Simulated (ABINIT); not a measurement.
BeTe:

```
CELL_PARAMETERS angstrom
0.00000 2.77000 2.77000
2.77000 0.00000 2.77000
2.77000 2.77000 0.00000
ATOMIC_POSITIONS crystal
Te 0.75000 0.75000 0.75000
Be 0.00000 0.00000 0.00000
```

Base run:

| Property | Result |
| --- | --- |
| Program | ABINIT 10.8.3 (patched build) |
| Functional | SOGGA |
| Potentials or basis | JTH PAW PBE v2.0 |
| Cutoff | 517 eV |
| k mesh | 8 × 8 × 8 |
| Occupations | fermi-dirac, width 0.05 eV |
| Spin | spin-orbit coupling, no magnetisation |

Its results: band gap on the k mesh 1.34 eV, indirect (least direct gap 3.22 eV); pressure 1.8 GPa.

Question: The run is repeated on the same cell with these changes: functional from SOGGA to PBEsol. What comes out?

Answer: Band gap on the k mesh 1.43 eV, indirect (least direct gap 3.27 eV); pressure 2.5 GPa.

Caveats: the PAW data sets were made with another functional, which shifts forces and pressure a little.
